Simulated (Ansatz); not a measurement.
PbSe, space group Cmcm: an equation of state with a fit, run with the Python package of Ansatz (0.2.0).

Script `pbse_eos.py`:
```python
"""Equation of state of PbSe."""

import ansatz as az
import numpy as np
from pymatgen.analysis.eos import EOS

VECTORS = np.array([
    [2.15487659, -6.13394735, 0.0],
    [2.15487659, 6.13394735, 0.0],
    [0.0, 0.0, 4.45049357],
])
SITES = [
    ("Pb", [0.63176073, 0.36823927, 0.75]),
    ("Pb", [0.36823927, 0.63176073, 0.25]),
    ("Se", [0.86128996, 0.13871004, 0.75]),
    ("Se", [0.13871004, 0.86128996, 0.25]),
]


def make_crystal(cell):
    crystal = az.Crystal(lattice=az.Lattice.of(cell))
    for symbol, position in SITES:
        crystal = crystal.atom(symbol, position)
    return crystal


def main() -> None:
    # uniform scaling of the cell
    volumes, energies, pressures = [], [], []
    for scale in np.linspace(0.92, 1.08, 7):
        cell = VECTORS * scale ** (1 / 3)
        job = (
            make_crystal(cell).calculation()
            .functional("r2SCAN")
            .basis(39 * az.Ry)
            .occupations("fixed")
            .scf(tolerance=1e-10)
            .kpoints(6, 6, 4)
            .stress()
        )
        report = job.run().report
        volumes.append(abs(np.linalg.det(cell)) / len(SITES))
        energies.append(report["free_energy_ev"] / len(SITES))
        pressures.append(np.trace(report["stress_gpa"]) / 3)
        print(f"V = {volumes[-1]:8.4f} A^3/atom  F = {energies[-1]:.5f} eV/atom  P = {pressures[-1]:8.3f} GPa")

    for form in ["murnaghan"]:
        fit = EOS(eos_name=form).fit(volumes, energies)
        print(f"{form:18s} V0 {fit.v0:8.4f} A^3/atom  B0 {fit.b0_GPa:7.1f} GPa  B1 {fit.b1:5.2f}")


if __name__ == "__main__":
    main()
```

Its results, one of them left out:

| V (Å³/atom) | F less the lowest row shown (meV/atom) |
| --- | --- |
| 27.060 | 32.67 |
| 27.844 | 13.49 |
| 28.629 | 2.99 |
| 29.413 | 0.00 |
| 30.197 | 3.51 |
| 30.982 | 12.65 |
| 31.766 | ? |

What is the missing energy at 31.766 Å³ an atom?

A third-order Birch-Murnaghan fit, E = E0 + (9 V0 B0 / 16) [(t - 1)³ B' + (t - 1)² (6 - 4t)] with t = (V0/V)^(2/3), through the 6 rows shown gives V0 = 29.363 Å³, B0 = 50.1 GPa, B' = 4.39 and E0 = -0.01 meV. At V = 31.766 Å³, t = 0.94891, and the fit extrapolates to 26.66 meV. The run gave 26.65 meV, a miss of 0.01 meV.

Reading the output:
- Shape and fractional positions are held along the curve, so the bulk modulus is an upper value where they are free to relax, by a factor of two or more in layered or hydrogen-bonded cells.
- Pressure is positive in compression.
- Spin-orbit coupling, which matters for elements this heavy, is left out.
- The structure comes from a database of computed cells and needn't be a stable or known phase.
- Timing: 2.4 min on 1 thread of Intel(R) Xeon(R) Processor @ 2.30GHz, on a shared host, peak memory 1.2 GiB.
